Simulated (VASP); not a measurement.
**BAs (zincblende): a PBE dielectric-response calculation in VASP**

INCAR

```
LWAVE = .FALSE.
SIGMA = 0.01
EDIFF = 1E-8
LCHARG = .FALSE.
NBANDS = 11
NELM = 120
ENCUT = 520
LREAL = .FALSE.
GGA = PE
IBRION = -1
PREC = Accurate
ISMEAR = 0
NSW = 0
ISIF = 2
LEPSILON = .TRUE.
LASPH = .TRUE.
```

KPOINTS

```
KPOINTS created by Atomic Simulation Environment
0
Gamma
12 12 12
0 0 0
```

POSCAR

```
B  As
 1.0000000000000000
     0.0000000000000000    2.3918676084804957    2.3918676084804957
     2.3918676084804957    0.0000000000000000    2.3918676084804957
     2.3918676084804957    2.3918676084804957    0.0000000000000000
 B   As
   1   1
Cartesian
  0.0000000000000000 -0.0000000000000000 -0.0000000000000000
  1.1959338042402479  1.1959338042402479  1.1959338042402479
```

VASP ran with the recommended PBE PAW datasets (8 valence electrons in the cell).

From OUTCAR

```
k-points           NKPTS =     72   k-points in BZ     NKDIM =     72   number of bands    NBANDS=     11

   NELECT =       8.0000    total number of electrons

   dimension x,y,z NGX =    28 NGY =   28 NGZ =   28
   dimension x,y,z NGXF=    56 NGYF=   56 NGZF=   56

  energy-cutoff  :      520.00
  volume of cell :       27.37
      direct lattice vectors                 reciprocal lattice vectors
     0.000000000  2.391867608  2.391867608    -0.209041670  0.209041670  0.209041670
     2.391867608  0.000000000  2.391867608     0.209041670 -0.209041670  0.209041670
     2.391867608  2.391867608  0.000000000     0.209041670  0.209041670 -0.209041670

 k-points in reciprocal lattice and weights: KPOINTS created by Atomic Simulation Env
   0.00000000  0.00000000  0.00000000       0.001
   0.08333333  0.00000000  0.00000000       0.005
   0.16666667  0.00000000  0.00000000       0.005
   0.25000000  0.00000000  0.00000000       0.005
   0.33333333  0.00000000  0.00000000       0.005
   0.41666667  0.00000000  0.00000000       0.005
   0.50000000  0.00000000  0.00000000       0.002
   0.08333333  0.08333333  0.00000000       0.003
   ...

 E-fermi :   6.1990

 k-point     1 :       0.0000    0.0000    0.0000
  band No.  band energies     occupation
      1      -9.2832      2.00000
      2       6.0795      2.00000
      3       6.0795      2.00000
      4       6.0795      2.00000
      5       9.3507      0.00000
      6       9.3507      0.00000
      7       9.3507      0.00000
      8      10.7125      0.00000
      9      15.6420      0.00000
     10      19.0130      0.00000
     11      19.0130      0.00000

 k-point     2 :       0.0833    0.0000    0.0000
  band No.  band energies     occupation
      1      -9.1695      2.00000
      2       5.0424      2.00000
      3       5.8618      2.00000
      4       5.8618      2.00000
      5       9.4926      0.00000
      6       9.6372      0.00000
      7       9.6372      0.00000
      8      11.3453      0.00000
      9      16.1010      0.00000
     10      18.1517      0.00000
     11      18.1517      0.00000

 k-point     3 :       0.1667    0.0000    0.0000
  band No.  band energies     occupation
      1      -8.8321      2.00000
      2       3.1283      2.00000
      3       5.4009      2.00000
      4       5.4009      2.00000
      5       9.3614      0.00000
      6      10.2339      0.00000
      7      10.2339      0.00000
      8      12.6914      0.00000
      9      17.0583      0.00000
     10      17.3602      0.00000
     11      17.3602      0.00000

 k-point     4 :       0.2500    0.0000    0.0000
  band No.  band energies     occupation
      1      -8.2858      2.00000
      2       1.1538      2.00000
      3       4.9353      2.00000
      4       4.9353      2.00000
      5       9.1233      0.00000
      6      10.7220      0.00000
      7      10.7220      0.00000
      8      13.9482      0.00000
      9      17.2976      0.00000
     10      17.2976      0.00000
     11      17.3531      0.00000

 k-point     5 :       0.3333    0.0000    0.0000
  band No.  band energies     occupation
      1      -7.5718      2.00000
      2      -0.6417      2.00000
      3       4.5697      2.00000
      4       4.5697      2.00000
      5       8.9193      0.00000
      6      10.9004      0.00000
      7      10.9004      0.00000
      8      14.7415      0.00000
      9      17.5462      0.00000
     10      18.0882      0.00000
     11      18.0882      0.00000

 k-point     6 :       0.4167    0.0000    0.0000
  band No.  band energies     occupation
      1      -6.8185      2.00000
      2      -2.0620      2.00000
      3       4.3420      2.00000
      4       4.3420      2.00000
      5       8.7904      0.00000
      6      10.8836      0.00000
      7      10.8836      0.00000
      8      14.9378      0.00000
      9      18.2730      0.00000
     10      19.5010      0.00000
     11      19.5010      0.00000

 k-point     7 :       0.5000    0.0000    0.0000
  band No.  band energies     occupation
      1      -6.4268      2.00000
      2      -2.6786      2.00000
      3       4.2651      2.00000
      4       4.2651      2.00000
      5       8.7469      0.00000
      6      10.8551      0.00000
      7      10.8551      0.00000
      8      14.9362      0.00000
      9      18.7641      0.00000
     10      20.6188      0.00000
     11      20.6188      0.00000

 k-point     8 :       0.0833    0.0833    0.0000
  band No.  band energies     occupation
      1      -9.1315      2.00000
      2       5.3543      2.00000
      3       5.4593      2.00000
      4       5.4593      2.00000
      5       8.9737      0.00000
      6      10.1353      0.00000
      7      10.1353      0.00000
      8      11.3139      0.00000
      9      16.2574      0.00000
     10      17.1167      0.00000
     11      19.1784      0.00000

 k-point     9 :       0.1667    0.0833    0.0000
  band No.  band energies     occupation
      1      -8.8683      2.00000
      2       3.7408      2.00000
      3       4.9345      2.00000
      4       5.2820      2.00000
      5       9.0343      0.00000
      6      10.3745      0.00000
      7      10.8509      0.00000
      8      12.2112      0.00000
      9      16.3299      0.00000
     10      17.1548      0.00000
     11      18.6629      0.00000

 k-point    10 :       0.2500    0.0833    0.0000
  band No.  band energies     occupation
      1      -8.3902      2.00000
      2       1.8152      2.00000
      3       4.4739      2.00000
      4       4.8353      2.00000
      5       9.3350      0.00000
      6      10.4088      0.00000
      7      11.4204      0.00000
      8      13.1122      0.00000
      9      16.3943      0.00000
     10      17.9502      0.00000
     11      18.3850      0.00000

 k-point    11 :       0.3333    0.0833    0.0000
  band No.  band energies     occupation
      1      -7.7266      2.00000
      2      -0.0239      2.00000
      3       4.1555      2.00000
      4       4.3443      2.00000
      5       9.3479      0.00000
      6      10.5901      0.00000
      7      11.6122      0.00000
      8      13.8616      0.00000
      9      17.0725      0.00000
     10      18.1857      0.00000
     11      18.9244      0.00000

 k-point    12 :       0.4167    0.0833    0.0000
  band No.  band energies     occupation
      1      -6.9641      2.00000
      2      -1.5793      2.00000
      3       3.9303      2.00000
      4       4.0071      2.00000
      5       9.2551      0.00000
      6      10.6757      0.00000
      7      11.4988      0.00000
      8      14.6653      0.00000
      9      17.5783      0.00000
     10      19.0579      0.00000
     11      20.1055      0.00000

 k-point    13 :       0.5000    0.0833    0.0000
  band No.  band energies     occupation
      1      -6.3874      2.00000
      2      -2.5228      2.00000
      3       3.6442      2.00000
      4       4.0337      2.00000
      5       9.2098      0.00000
      6      10.7399      0.00000
      7      11.2944      0.00000
      8      15.1259      0.00000
      9      18.3043      0.00000
     10      19.9274      0.00000
     11      20.6469      0.00000

 k-point    14 :      -0.4167    0.0833    0.0000
  band No.  band energies     occupation
      1      -6.5263      2.00000
      2      -2.3091      2.00000
      3       3.5129      2.00000
      4       4.2272      2.00000
      5       9.2443      0.00000
      6      10.8902      0.00000
      7      11.1185      0.00000
      8      15.1492      0.00000
      9      18.3635      0.00000
     10      19.1023      0.00000
     11      20.4676      0.00000

 k-point    15 :      -0.3333    0.0833    0.0000
  band No.  band energies     occupation
      1      -7.2199      2.00000
      2      -1.1024      2.00000
      3       3.5529      2.00000
      4       4.5678      2.00000
      5       9.3563      0.00000
      6      10.9533      0.00000
      7      11.1069      0.00000
      8      14.7174      0.00000
      9      17.5165      0.00000
     10      17.8626      0.00000
     11      20.0157      0.00000

 k-point    16 :      -0.2500    0.0833    0.0000
  band No.  band energies     occupation
      1      -7.9662      2.00000
      2       0.5703      2.00000
      3       3.7735      2.00000
      4       5.0198      2.00000
      5       9.5293      0.00000
      6      10.6629      0.00000
      7      11.2004      0.00000
      8      13.8917      0.00000
      9      16.5348      0.00000
     10      17.6846      0.00000
     11      18.9811      0.00000

 ...

 MACROSCOPIC STATIC DIELECTRIC TENSOR (including local field effects in DFT)
 ------------------------------------------------------
           9.807656    -0.000000     0.000000
           0.000000     9.807656     0.000000
           0.000000     0.000000     9.807656

 BORN EFFECTIVE CHARGES (including local field effects) (in |e|, cummulative output)
 ---------------------------------------------------------------------------------
 ion    1
    1    -0.52042    -0.00000     0.00000
    2     0.00000    -0.52042    -0.00000
    3    -0.00000     0.00000    -0.52042
 ion    2
    1     0.52042     0.00000     0.00000
    2    -0.00000     0.52042     0.00000
    3     0.00000    -0.00000     0.52042

  Total        0.4817074      0.4817074      0.4817074      0.0000000      0.0000000      0.0000000
  in kB       28.2002187     28.2002187     28.2002187      0.0000000      0.0000000      0.0000000
  external PRESSURE =      28.2002187 kB  Pullay stress =       0.0000000 kB

 POSITION                                       TOTAL-FORCE (eV/Angst)
 -----------------------------------------------------------------------------------
      0.00000      0.00000      0.00000        -0.000000     -0.000000     -0.000000
      1.19593      1.19593      1.19593         0.000000      0.000000      0.000000
 -----------------------------------------------------------------------------------
    total drift:                               -0.000000     -0.000000     -0.000000

  FREE ENERGIE OF THE ION-ELECTRON SYSTEM (eV)
  ---------------------------------------------------
  free  energy   TOTEN  =       -11.4090029499 eV

  energy  without entropy=      -11.4090029499  energy(sigma->0) =      -11.40900295
```

```yaml
with_local_fields_xx_yy_zz: 9.81, 9.81, 9.81
mean_born_charge_by_atom_in_the_order_of_the_cell: -0.52, 0.52 e
```
